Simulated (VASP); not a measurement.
## Rh under changes of volume

One of the cells (13.539 Å³/atom); the others are scaled copies at fixed shape and fractional positions:

```xyz
2
Lattice="2.6781 0.0000 0.0000 -1.3391 2.3193 0.0000 0.0000 0.0000 4.3594" Properties=species:S:1:pos:R:3 pbc="T T T"
Rh    0.0000    1.5462    1.0899
Rh    1.3391    0.7731    3.2696
```

This isn't the form of Rh at room conditions, which is fcc.

* Program: VASP 6.6.1
* Functional: PBEsol
* Potentials or basis: VASP PAW PBE potentials, release 64 (Rh_pv)
* Cutoff: 520 eV
* k mesh: 10 × 10 × 6
* Occupations: fermi-dirac, width 0.05 eV
* Spin: no spin polarisation

```csv
volume (Å³/atom),energy over the lowest point (meV/atom),pressure (GPa)
12.998,22.57,13.5
13.269,?,?
13.539,0.00,0.2
13.810,4.29,-5.3
14.081,17.38,-10.2
```

Q: What does the run at 13.269 Å³/atom give?

A: Energy over the lowest point 5.66 meV/atom; pressure 6.5 GPa.

Worked out: A Birch-Murnaghan fit of order 2 (a polynomial in V^(-2/3)) to the other rows has its minimum at 13.56 Å³/atom with B0 = V·E''(V) = 292 GPa at fixed shape and positions, which overstates the stiffness. It gives 5.80 meV/atom at 13.269 Å³/atom, against the run's 5.66, and -dE/dV = 6.5 GPa, against 6.5.

Energies are extrapolated to zero smearing.

Caveats: the PAW data sets were made with another functional, which shifts forces and pressure a little.
